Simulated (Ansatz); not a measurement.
## SiO₂: 17O nuclear quadrupole resonance

Cell: a Materials Project structure (computed, not necessarily an observed phase), taken as it stands.

```cif
data_SiO2
_symmetry_space_group_name_H-M 'Fddd:1'
_symmetry_Int_Tables_number 70
_cell_length_a 4.7192
_cell_length_b 9.4325
_cell_length_c 14.7256
_cell_angle_alpha 90.000
_cell_angle_beta 90.000
_cell_angle_gamma 90.000
loop_
_atom_site_label
_atom_site_type_symbol
_atom_site_symmetry_multiplicity
_atom_site_Wyckoff_symbol
_atom_site_fract_x
_atom_site_fract_y
_atom_site_fract_z
Si Si 16 g 0.7500 0.7500 0.5632
O5 O 16 d 0.3750 0.6250 0.3750
O9 O 16 f 0.5000 0.1866 0.5000
```

One atom of each set is listed; the run and its k-mesh use a cell of 12 atoms with edges of 8.74, 7.73, 5.27 Å.

Level of theory: DFT, r2SCAN, plane waves and PAW (field gradients read without the response of the frozen cores, which leaves them typically 4 to 6 % off), scalar-relativistic, 500 eV cutoff, Γ-centred 5×5×5 k-points, Fermi–Dirac smearing 0.02 eV (Ansatz 0.2.0).

17O: I = 5/2, Q = -25.58 mb (year-2017 value). Static lattice, zero field.

Sites with a gradient: O5 (4 atoms; 2 Si at 1.60 Å, angle 180°); O9 (4 atoms; 2 Si at 1.62 Å, angle 137°).

Q: The simulated spectrum has lines at 0.910, 0.975, 1.65, 1.94 MHz. Sort them into the sets that belong together, and say which site each set most likely comes from.

A: For I = 5/2 and η = 0 the lines are 3|C_Q|/20 and twice that; η pulls their ratio below 2. O5: 0.975, 1.94 MHz (|C_Q| = 6.48 MHz, η = 0.06). O9: 0.910, 1.65 MHz (|C_Q| = 5.59 MHz, η = 0.28).

The sites follow from the calculation. At O9 V_zz runs parallel to the line that joins its two neighbours (within 1°). At O5 V_zz points along the line of its two bonds (within 1°). Like point charges on the first shell alone (each adding as 1/d³) would give the same order.

The run took 31 s of wall time (31 s of CPU time) and 1.2 GiB at its peak, on 1 thread of Intel Xeon Platinum 8375C CPU @ 2.90GHz (Ice Lake) (x86_64; 16 cores open to the job, memory cap 3.0 GiB, no GPU), a shared host with a load of 0.6 a core.
